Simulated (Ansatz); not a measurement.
**HfSiO4: the cell at several levels of theory**

Cell and atoms of HfSiO4 (monoclinic host) are relaxed in turn with PBE and r2SCAN. This is a trial cell built on a prototype, not taken from a measured structure, and it needn't be the compound's ground state.

The runs shown are made with Ansatz 0.2.0. PAW datasets, plane waves, zero pressure. The cell comes from a prototype generator: it can be a known phase or a hypothetical one. Spin polarisation is off.

## (1) The cell

This is the cell as the run starts from it, not yet at rest; its lengths are not the crystal's.

It is triclinic, P-1 (No. 2); a = 4.650 Å, b = 4.701 Å, c = 4.816 Å, α = 90.0°, β = 99.6°, γ = 90.0° in the conventional setting, 8.65 Å³ an atom. Near Hf stand 7 O at 1.85–2.04 Å; near Si stand 7 O at 1.85–2.04 Å; near O stand 2 Hf at 1.94–2.04 Å and 2 Si at 1.96–2.03 Å; near O stand 2 Si at 1.94–2.04 Å and 2 Hf at 1.96–2.03 Å; near O stand 1 Si at 1.85 Å and 2 Hf at 1.87–1.94 Å.

Structure file:

```cif
data_structure
_symmetry_space_group_name_H-M 'P-1'
_symmetry_Int_Tables_number 2
_cell_length_a 4.6496
_cell_length_b 4.7011
_cell_length_c 4.8157
_cell_angle_alpha 90.000
_cell_angle_beta 99.559
_cell_angle_gamma 90.000
_cell_volume 103.80
loop_
_atom_site_label
_atom_site_type_symbol
_atom_site_symmetry_multiplicity
_atom_site_Wyckoff_symbol
_atom_site_fract_x
_atom_site_fract_y
_atom_site_fract_z
_atom_site_occupancy
Hf1 Hf 2 i 0.27614 0.45806 0.70791 1
Si1 Si 2 i 0.72386 0.95806 0.79209 1
O1 O 2 i 0.44800 0.74253 0.97858 1
O2 O 2 i 0.55200 0.24253 0.52142 1
O3 O 2 i 0.06836 0.33076 0.34625 1
O4 O 2 i 0.93164 0.83076 0.15375 1
```

## (2) Relaxation with PBE

Contents of input.yaml:

```yaml
crystal:
  lattice:
    - [4.64959246, 0.0, 0.0]
    - [0.0, 4.70113389, 0.0]
    - [-0.79970333, 0.0, 4.74887755]
  atoms:
    - { symbol: Hf, position: [0.27613578, 0.45806468, 0.70790733] }
    - { symbol: Si, position: [0.72386422, 0.95806468, 0.79209267] }
    - { symbol: Hf, position: [0.72386422, 0.54193532, 0.29209267] }
    - { symbol: Si, position: [0.27613578, 0.04193532, 0.20790733] }
    - { symbol: O, position: [0.44799782, 0.74252595, 0.97857799] }
    - { symbol: O, position: [0.55200218, 0.24252595, 0.52142201] }
    - { symbol: O, position: [0.55200218, 0.25747405, 0.02142201] }
    - { symbol: O, position: [0.44799782, 0.75747405, 0.47857799] }
    - { symbol: O, position: [0.06836078, 0.33075888, 0.34625278] }
    - { symbol: O, position: [0.93163922, 0.83075888, 0.15374722] }
    - { symbol: O, position: [0.93163922, 0.66924112, 0.65374722] }
    - { symbol: O, position: [0.06836078, 0.16924112, 0.84625278] }
kpoints:
  mp_grid: { grid: [6, 6, 6] }
hamiltonian:
  xc: pbe
scf:
  occupations: { method: fermi_dirac, width: 0.02 }
relax:
  f_tol: 0.005
  cell: {}
```

Further steps of the session: Relaxation with r2SCAN.

**Question.** What will these runs give? Wanted: for each run, a; b; c; α; β; γ; volume; space group.

**Answer**, as computed:

| level | a (Å) | b (Å) | c (Å) | α (°) | β (°) | γ (°) | volume (Å³/atom) | space group | SCF geometries |
| --- | --- | --- | --- | --- | --- | --- | --- | --- | --- |
| PBE | 4.702 | 5.290 | 5.437 | 103.112 | 100.904 | 94.567 | 10.688 | P-1 | 30 |
| r2SCAN | 4.653 | 5.254 | 5.384 | 103.123 | 100.847 | 94.586 | 10.401 | P-1 | 7 |

In words: The first relaxation changed the volume by +23.6 % from the start. The volume runs from r2SCAN (least) to PBE (most), a spread of 2.8 %, or 0.9 % in length if all axes shared it alike. The meshes differ: PBE 6×6×6, r2SCAN 4×6×4.
